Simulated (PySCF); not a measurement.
`CCCN`, C$_{3}$H$_{9}$N

Cartesian coordinates in Å; atom numbers follow the order of the lines, from 1:
```xyz
13

C    -1.7469    0.0080   -0.4161
C    -0.3953   -0.4572    0.0957
C     0.7587    0.3041   -0.5271
N     2.0332   -0.1926   -0.0328
H    -1.9074    1.0690   -0.2054
H    -2.5631   -0.5490    0.0483
H    -1.8271   -0.1284   -1.4982
H    -0.3533   -0.3342    1.1852
H    -0.2556   -1.5246   -0.0982
H     0.7393    0.1584   -1.6127
H     0.6045    1.3824   -0.3543
H     2.1058   -0.0368    0.9657
H     2.8035    0.3030   -0.4633
```

Computed with quadratic response CAM-B3LYP/def2-TZVPD first hyperpolarisability, Taylor convention, gas phase (PySCF 2.14.0). Geometry: PBE0-D3(BJ)/def2-TZVP.

**Question.** Give the tensor of the second harmonic β(−2ω;ω,ω) at 1064 nm in the axes of these coordinates.

**Answer.** In au, Taylor convention; rows are the first index (the induced dipole):
```tsv
	xx	yy	zz	xy	xz	yz
x	+23.2	+7.9	-0.4	-17.6	+4.5	-7.6
y	-17.0	-8.6	-3.5	+5.7	-8.0	-2.5
z	+4.5	-1.6	-1.3	-8.1	-0.2	-3.4
```
Norm of βᵢ = ⅓ Σⱼ (βᵢⱼⱼ + βⱼᵢⱼ + βⱼⱼᵢ): 41.6 au, hyper-Rayleigh value 18.4 au.
